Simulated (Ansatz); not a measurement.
# CdS: the crystal squeezed far

An exercise on one series of results from a longer session: the logs are not shown, and one member is left open.

Method: DFT, LDA, PAW with Ansatz's default frozen-core files, scalar-relativistic, in Ansatz 0.2.0.

## The system as given

The structure is cubic, space group Fm-3m (No. 225). Conventional cell: a = 5.046 Å, b = 5.046 Å, c = 5.046 Å, α = 90.00°, β = 90.00°, γ = 90.00°. Around Cd (site symmetry m-3m) lie 6 S at 2.52 Å. S (site symmetry m-3m) is surrounded by 6 Cd at 2.52 Å.

Coordinates:

```
Cd S
1.0
     0.00000    2.52285    2.52285
     2.52285    0.00000    2.52285
     2.52285    2.52285    0.00000
Cd S
1 1
Direct
  0.00000 0.00000 0.00000
  0.50000 0.50000 0.50000
```

Whether this phase is the stable one at these pressures isn't tested.

Atoms are numbered in the order of the input: Cd1, S2.

The first run:

Contents of input.yaml:

```yaml
crystal:
  lattice:
    - [0.0, 2.5228479314, 2.5228479314]
    - [2.5228479314, 0.0, 2.5228479314]
    - [2.5228479314, 2.5228479314, 0.0]
  atoms:
    - { symbol: Cd, position: [0.0, 0.0, 0.0] }
    - { symbol: S, position: [0.5, 0.5, 0.5] }
kpoints:
  mp_grid: { grid: [14, 14, 14] }
scf:
  occupations: { method: fermi_dirac, width: 0.05 }
hamiltonian:
  xc: lda
  pseudopotentials: { kind: paw }
output:
  forces: true
  stress: true
relax:
  f_tol: 0.005
  max_steps: 40
  cell: {}
```

On the command line:

```console
ansatz run input.yaml --threads 1 --pin off --max-ram 2048MiB --backend cpu --events-out ev --progress --plain --runs-dir out
```

Steps of the session up to this table: Cell relaxed at zero pressure, PAW; Volume scaled by 1, PAW; Volume scaled by 0.94, PAW; Volume scaled by 0.88, PAW; Volume scaled by 0.8, PAW; Volume scaled by 0.72, PAW; Volume scaled by 0.64, PAW; Volume scaled by 0.55, PAW; Volume scaled by 0.55, PAW (cutoff 300 eV).

One table of the session follows, with a row left open; its other results are not shown here.

| method | volume over the first | volume (Å³/atom) | pressure (GPa) |
| --- | --- | --- | --- |
| PAW | 1 | 19.028 | 0.00 |
| PAW | 0.94 | 17.887 | 6.62 |
| PAW | 0.88 | 16.745 | 15.97 |
| PAW | 0.8 | 15.223 | 34.78 |
| PAW | 0.72 | 13.700 | 65.31 |
| PAW | 0.64 | ? | ? |
| PAW | 0.55 | 10.466 | 219.75 |
| PAW (cutoff 300 eV) | 0.55 | 10.466 | 219.61 |

Estimate the missing values for PAW, 0.64.

**Answer.** volume (Å³/atom): 12.178; pressure (GPa): 116.24. In the column «volume (Å³/atom)» it lies between PAW (cutoff 300 eV), 0.55 (10.466) and PAW, 0.72 (13.700).

Caveats from the session: Warnings in the runs' records: cutoff below recommended.
